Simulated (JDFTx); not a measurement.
The system is TiCo.

```
Co Ti
1.0
     2.98611    0.00000    0.00000
     0.00000    2.98611    0.00000
     0.00000    0.00000    2.98611
Co Ti
1 1
Direct
  0.50000 0.50000 0.50000
  0.00000 0.00000 0.00000
```

The cell comes from a database or a generator and needn't be the stable form of this composition.

Base run:

```yaml
Program: JDFTx 1.7.0 (patched build)
Functional: PBE
Potentials_or_basis: PseudoDojo-SR-PBE-0.5-standard with smoothed tails
Cutoff: 1306 eV
Density_cutoff: 10449 eV
k_mesh: 9 × 9 × 9
Occupations: fermi-dirac, width 0.05 eV
Spin: collinear spin, ferromagnetic start
Starting_moments: "[2.0, 1.0] μB"
Hubbard_terms: Co d U = 2 eV, Ti d U = 2 eV
```

Its results: band gap on the k mesh none (metal or under the smearing width); pressure 5.6 GPa; net moment 0.78 μB per cell; site moments Co +1.36; Ti -0.49 μB.

Problem. After a change of settings the same cell gave: band gap on the k mesh none (metal or under the smearing width); pressure 1.9 GPa; net moment 0.84 μB per cell; site moments Co +1.14; Ti -0.23 μB. Which change was it?
A. hubbard terms from Co d U = 2 eV, Ti d U = 2 eV to Co d U = 8 eV, Ti d U = 8 eV
B. hubbard terms from Co d U = 2 eV, Ti d U = 2 eV to none; hubbard projectors from atomic pseudo-orbitals, not orthogonalised to none
C. hubbard terms from Co d U = 2 eV, Ti d U = 2 eV to Co d U = 1 eV, Ti d U = 1 eV

Solution. C.

Caveats: the U is typed as a test and isn't derived for this compound.
